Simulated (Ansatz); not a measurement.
Trial inputs on MgSe

All trials start from this Ansatz input:

```yaml
crystal:
  lattice:
    - [0.0, 2.7337235204, 2.7337235204]
    - [2.7337235204, 0.0, 2.7337235204]
    - [2.7337235204, 2.7337235204, 0.0]
  atoms:
    - { symbol: Mg, position: [0.0, 0.0, 0.0] }
    - { symbol: Se, position: [0.5, 0.5, 0.5] }
basis:
  ecutwfc: 420
kpoints:
  mp_grid: { grid: [4, 4, 4] }
hamiltonian:
  xc: pbe
scf:
  occupations: { method: gaussian, width: 0.1 }
output:
  forces: true
  stress: true
  eigenvalues: true
```

Command:

```bash
ansatz run input.yaml --threads 1 --pin off --max-ram 1331MiB --backend cpu --events-out ev --progress --plain --runs-dir out
```

The run converges in 6 SCF iterations on 8 irreducible k-points: pressure 1.83 GPa, gap on the sampled k-points 1.78 eV.

Settings here are deliberately varied, not converged. Each trial's input is given as a difference from the reference's; energies are extrapolated to zero smearing where there is one, and pressure is positive in compression. Charged cells sit in a uniform background, and their pressures hang on that convention.

**Question.** Trial 1 (volume scaled):

```diff
 crystal:
   lattice:
-    - [0.0, 2.7337235204, 2.7337235204]
-    - [2.7337235204, 0.0, 2.7337235204]
-    - [2.7337235204, 2.7337235204, 0.0]
+    - [0.0, 2.5905845796, 2.5905845796]
+    - [2.5905845796, 0.0, 2.5905845796]
+    - [2.5905845796, 2.5905845796, 0.0]
 scf:
+  mixing: { algorithm: msr1, beta: 0.43, ndim: 3, preconditioner: kerker }
+  max_iter: 80
```

What does the program give?

**Answer.** The run converges in 6 SCF iterations on 8 irreducible k-points: energy 160 meV per atom above the reference, pressure 16.94 GPa, gap on the sampled k-points 2.04 eV.

**Question.** Trial 2:

```diff
+total_charge: -1
 basis:
+  xc_grid: 4
 scf:
-  occupations: { method: gaussian, width: 0.1 }
+  occupations: { method: fermi_dirac, width: 0.13 }
```

How does this run end?

**Answer.** The run converges in 7 SCF iterations on 8 irreducible k-points: pressure 2.61 GPa (with the neutralising background of the charged cell), no gap.

**Question.** Trial 3:

```diff
-basis:
-  ecutwfc: 420
+basis: {}
 kpoints:
-  mp_grid: { grid: [4, 4, 4] }
+  mp_grid: { grid: [5, 3, 2] }
 hamiltonian:
-  xc: pbe
+  xc: blyp
+accuracy: high
```

How does this run end?

**Answer.** The run converges in 8 SCF iterations on 16 irreducible k-points: pressure 5.04 GPa, gap on the sampled k-points 2.24 eV. It warns that the mesh lowers the symmetry.

**Question.** Trial 4:

```diff
 basis:
-  ecutwfc: 420
+  ecutwfc: 290
 kpoints:
-  mp_grid: { grid: [4, 4, 4] }
+  mp_grid: { grid: [1, 2, 5] }
 hamiltonian:
-  xc: pbe
+  xc: lda
 scf:
-  occupations: { method: gaussian, width: 0.1 }
+  occupations: { method: fermi_dirac }
+  n_extra_bands: 20
+  mixing: { algorithm: broyden }
+  initial_density: { chi_scale: 0, normalization: atom }
+  eigensolver: { mixed_precision: false }
+  max_iter: 71
```

How does this run end?

**Answer.** The run converges in 7 SCF iterations on 6 irreducible k-points: pressure 8.40 GPa, gap on the sampled k-points 1.72 eV. It warns that the cutoff lies under the recommended one, 420 eV for these potentials; that the mesh lowers the symmetry.